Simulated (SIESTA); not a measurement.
Bi2Te2Se:

```
CELL_PARAMETERS angstrom
2.16097 1.24764 10.58557
-2.16097 1.24764 10.58557
0.00000 -2.49527 10.58557
ATOMIC_POSITIONS crystal
Bi 0.39172 0.39172 0.39172
Bi 0.60828 0.60828 0.60828
Te 0.78040 0.78040 0.78040
Te 0.21960 0.21960 0.21960
Se 0.00000 0.00000 0.00000
```

The cell is a database's computed one.

Base run:

* Program: SIESTA 5.4.2
* Functional: PBEsol
* Potentials or basis: PseudoDojo 0.4 standard (PBEsol files)
* Basis: DZP (energy shift 0.003 Ry; two zetas on semicore shells)
* Grid cutoff: 500 Ry
* Energy shift: 0.003 Ry
* k mesh: 7 × 7 × 7
* Occupations: fermi-dirac, width 0.05 eV
* Spin: no spin polarisation

Its results: band gap on the k mesh 0.43 eV, direct; pressure -0.4 GPa; largest force 0.239 eV/Å.

Question: The run is repeated on the same cell with these changes: functional from PBEsol to LDA; potentials or basis from PseudoDojo 0.4 standard (PBEsol files) to PseudoDojo 0.4 standard (LDA files). What comes out?

Answer: Band gap on the k mesh 0.40 eV, direct; pressure -1.6 GPa; largest force 0.192 eV/Å.

Caveats: spin-orbit coupling is left out, which as a rule narrows the gap of such compounds by several tenths of an eV; the basis of atomic orbitals isn't converged, which shifts pressures, moduli and gaps.
